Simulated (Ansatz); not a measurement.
# BaTiO3: response to strain

BaTiO3 is deformed so: zz strain of -3 %. What stress and forces result, by LAPW, PAW and all-electron datasets made for the crystal?

Program: Ansatz 0.2.0. Level of theory: DFT PBE, scalar-relativistic. These are calculated values, not measurements.

## Step 1: The system as given

It takes space group P4/mmm (No. 123, tetragonal). Conventional cell: a = 4.000 Å, b = 4.000 Å, c = 4.018 Å, α = 90.00°, β = 90.00°, γ = 90.00°. Ba (site symmetry 4/mmm) has 12 O at 2.83 Å as nearest neighbours. Around Ti (site symmetry 4/mmm) lie 6 O at 2.00 to 2.01 Å. O (site symmetry 4/mmm) is surrounded by 2 Ti at 2.01 Å and 4 Ba at 2.83 Å. Around O (site symmetry mmm) lie 2 Ti at 2.00 Å and 4 Ba at 2.83 Å.

Coordinates:

```
CELL_PARAMETERS angstrom
3.99980 0.00000 0.00000
0.00000 3.99980 0.00000
0.00000 0.00000 4.01800
ATOMIC_POSITIONS crystal
Ba 0.00000 0.00000 0.00000
Ti 0.50000 0.50000 0.50000
O 0.50000 0.50000 0.00000
O 0.50000 0.00000 0.50000
O 0.00000 0.50000 0.50000
```

Atoms are numbered in the order of the input: Ba1, Ti2, O3, O4, O5.

## Step 2: The deformed structure

Space group P4/mmm before, P4/mmm after.

## Step 3: Full-potential LAPW

Input file input.yaml:

```yaml
crystal:
  lattice:
    - [3.9998, 0.0, 0.0]
    - [0.0, 3.9998, 0.0]
    - [0.0, 0.0, 3.89746]
  atoms:
    - { symbol: Ba, position: [0.0, 0.0, 0.0] }
    - { symbol: Ti, position: [0.5, 0.5, 0.5] }
    - { symbol: O, position: [0.5, 0.5, 0.0] }
    - { symbol: O, position: [0.5, 0.0, 0.5] }
    - { symbol: O, position: [0.0, 0.5, 0.5] }
kpoints:
  mp_grid: { grid: [7, 7, 7] }
  band_path:
    path:
      - [0.0, 0.0, 0.0]
      - [0.0, 0.5, 0.0]
      - [0.5, 0.5, 0.0]
      - [0.0, 0.0, 0.0]
      - [0.0, 0.0, 0.5]
      - [0.0, 0.5, 0.5]
      - [0.5, 0.5, 0.5]
      - [0.0, 0.0, 0.5]
      - [0.0, 0.5, 0.0]
    npoints: 5
scf:
  occupations: { method: fermi_dirac, width: 0.03 }
hamiltonian:
  xc: pbe
  pseudopotentials: { kind: all_electron, lapw: { basis_error: 0.001 } }
output:
  forces: true
  stress: true
  eigenvalues: true
```

Launch:

```sh
ansatz run input.yaml --threads 2 --pin off --max-ram 6144MiB --backend cpu --events-out ev --progress --plain --runs-dir out
```

## Step 4: PAW with frozen cores

Input file input.yaml:

```yaml
crystal:
  lattice:
    - [3.9998, 0.0, 0.0]
    - [0.0, 3.9998, 0.0]
    - [0.0, 0.0, 3.89746]
  atoms:
    - { symbol: Ba, position: [0.0, 0.0, 0.0] }
    - { symbol: Ti, position: [0.5, 0.5, 0.5] }
    - { symbol: O, position: [0.5, 0.5, 0.0] }
    - { symbol: O, position: [0.5, 0.0, 0.5] }
    - { symbol: O, position: [0.0, 0.5, 0.5] }
kpoints:
  mp_grid: { grid: [7, 7, 7] }
scf:
  occupations: { method: fermi_dirac, width: 0.03 }
hamiltonian:
  xc: pbe
  pseudopotentials: { kind: paw }
output:
  forces: true
  stress: true
  eigenvalues: true
  efg: { contact_densities: true }
```

## Step 5: All-electron PAW on datasets made for the crystal

input.yaml: that of step 4 with these lines changed.

```diff
@@ -17,3 +17,3 @@
   xc: pbe
-  pseudopotentials: { kind: paw }
+  pseudopotentials: { kind: all_electron, datasets: crystal }
 output:
```

(Steps that only read results are left out.)

Before running it: what results should come out? Wanted: pressure; largest shear or deviatoric stress.

As calculated:

| quantity | value |
| --- | --- |
| pressure | LAPW 7.41, PAW 7.40, crystal datasets 7.40 GPa |
| largest shear or deviatoric stress (LAPW) | 3.87 GPa |

What this shows: The largest part of the stress beyond the pressure is 3.87 GPa in size, in the zz component; the atoms are carried along and not relaxed. No run of the undeformed cell stands beside it, so the pressure holds what the given cell had before the change. PAW: stress within 0.01 GPa of LAPW. Crystal datasets: stress within 0.01 GPa of LAPW. Spin-orbit coupling is left out, though the cell holds Ba; in elements this heavy it can shift bands and gaps by tenths of an eV.

The gaps are Kohn-Sham values of a semilocal functional, not quasiparticle or optical gaps. Such gaps usually fall short of the measured ones.
